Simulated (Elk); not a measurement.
The cell is the one relaxed in the Materials Project (mp-159), not relaxed further here; entries there can be hypothetical.

A run on Nd: DFT, PBE, all-electron APW+lo, Dirac cores, scalar-relativistic bands (Elk 11.2.3 with local patches). The input:

```
tasks
  0
  110
  115
  15

xctype
  20

rgkmax
  8.0

gmaxvr
  16.0

lmaxapw
  10

lmaxo
  7

lmaxi
  3

nrmtscf
  2.0

nempty
  8

epspot
  1e-06

epsengy
  1e-05

maxscl
  60

hmaxvr
  6.0

lradstp
  4

swidth
  0.001

mixtype
  0

beta0
  0.8

reducebf
  0.5

spinpol
  .true.

tforce
  .true.

sppath
  './'

avec
  0.00000000000 4.92258622845 4.92258622845
  4.92258622845 0.00000000000 4.92258622845
  4.92258622845 4.92258622845 0.00000000000

atoms
  1
  'Nd.in'
  1
  0.000000000000 0.000000000000 0.000000000000   0.000 0.000 -0.500

ngridk
  10 10 10
```

Sphere radii set in the species files: Nd 2.80 bohr.

Total energy and RMS change of the potential by loop (first and last loops):

```tsv
loop	E (Ha)	RMS ΔV (Ha)
1	-9536.238856	–
2	-9946.979053	4.90e+00
3	-9203.949533	7.67e+00
4	-9893.427812	5.36e+00
5	-9492.605055	2.83e+00
53	-9808.005655	3.55e+00
54	-9622.531263	6.45e-01
55	-9541.024600	1.34e+00
56	-9872.997835	3.84e+00
57	-9303.872506	5.82e+00
58	-9833.938584	4.10e+00
59	-9552.696155	1.75e+00
60	-9827.183732	–
```

Messages:

```
Warning(linengy): could not find 1 linearisation energies in s.c. loop 3
Warning(linengy): could not find 1 linearisation energies in s.c. loop 7
[...]
Warning(rhonorm): total charge density incorrect for s.c. loop 46
 Calculated :    59.79494152
 Required   :    60.00000000
Warning(rhonorm): total charge density incorrect for s.c. loop 1
 Calculated :    69.79513409
 Required   :    60.00000000
```

Q: Is the run sound, and if not, why?

A: No. The loop stopped after 60 iterations without meeting its targets: with linear mixing, beta0 = 0.8 the potential runs away or oscillates, and any warnings on linearisation energies follow from that.
